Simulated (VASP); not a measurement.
Write the native input for VASP 6.6.1 that does the following.

* Task: single point
* Functional: BLYP
* Potentials or basis: VASP PAW PBE potentials, release 64 (Au)
* Cutoff: 520 eV
* k mesh: 14 × 14 × 7
* Occupations: fermi-dirac, width 0.1 eV
* Spin: no spin polarisation
* Dipole correction: no
* Further INCAR settings: ALGO = Fast; EDIFF = 1e-07; NBANDS = 18

The structure of Au lies in POSCAR:

```
Au
1.0
    2.8980818220      0.0000000000      0.0000000000
   -1.4490409110      2.5098124801      0.0000000000
    0.0000000000      0.0000000000      4.9295885987
Au
2
Direct
    0.3333333333      0.6666666667      0.2500000000
    0.6666666667      0.3333333333      0.7500000000
```

This isn't the form of Au at room conditions, which is fcc.

These files were run (other wordings do the same):

INCAR

```
SYSTEM = Au
PREC     = Accurate       ! precision mode
ENCUT    = 520            ! plane-wave cutoff, eV
EDIFF    = 1E-7           ! SCF threshold, eV
ISMEAR   = -1             ! smearing method
SIGMA    = 0.1            ! smearing width, eV
LREAL    = .False.        ! projectors in reciprocal space
LASPH    = .True.         ! aspherical terms in the spheres
NELM     = 60             ! most SCF steps
ALGO     = Fast           ! electronic algorithm
ISIF     = 2              ! what is computed and relaxed
LWAVE    = .False.        ! write WAVECAR
LCHARG   = .False.        ! write CHGCAR
GGA      = B5             ! functional
ALDAX    = 1.0          
AGGAX    = 1.0          
AGGAC    = 1.0          
ALDAC    = 0.0          
NBANDS   = 18             ! bands
```

KPOINTS

```
Automatic mesh
0
Gamma
  14 14 7
  0 0 0
```

Potentials or basis: VASP PAW PBE potentials, release 64 (Au).

Command:

```console
$ cat potpaw_PBE.64/Au/POTCAR > POTCAR
$ mpirun -np 1 vasp_std > vasp.out
```

Results of the run:

```json
{
  "Pressure": "11.8 GPa",
  "Band gap on the k mesh": "none (metal or under the smearing width)"
}
```

Caveat: the PAW data sets were made with another functional, which shifts forces and pressure a little.

Run time: 49 s on 1 thread of AMD EPYC 9R45 (Zen 5) (shared host), peak memory 0.16 GiB.
